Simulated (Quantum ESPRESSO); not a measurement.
Crystal: MoS2.

```
CELL_PARAMETERS angstrom
1.58000 0.91221 6.15000
-1.58000 0.91221 6.15000
0.00000 -1.82443 6.15000
ATOMIC_POSITIONS crystal
Mo 0.00000 0.00000 0.00000
S 0.41700 0.41700 0.41700
S 0.25000 0.25000 0.25000
```

Measurements of this composition are mostly on another form, of space group No. 194.

Base run:

* Program: Quantum ESPRESSO 7.5
* Functional: PBEsol
* Potentials or basis: GBRV 1.5 PBEsol
* Cutoff: 612 eV
* Density cutoff: 4898 eV
* k mesh: 10 × 10 × 10
* Occupations: fermi-dirac, width 0.05 eV
* Spin: no spin polarisation

Its results: band gap on the k mesh 0.91 eV, indirect (least direct gap 1.96 eV); pressure 0.0 GPa; largest force 0.242 eV/Å.

**Question.** The run is repeated on the same cell with these changes: functional from PBEsol to LDA; potentials or basis from GBRV 1.5 PBEsol to GBRV 1.5 LDA. What comes out?

**Answer.** Band gap on the k mesh 0.88 eV, indirect (least direct gap 1.96 eV); pressure -2.6 GPa; largest force 0.087 eV/Å.

A k mesh can miss the band edges.
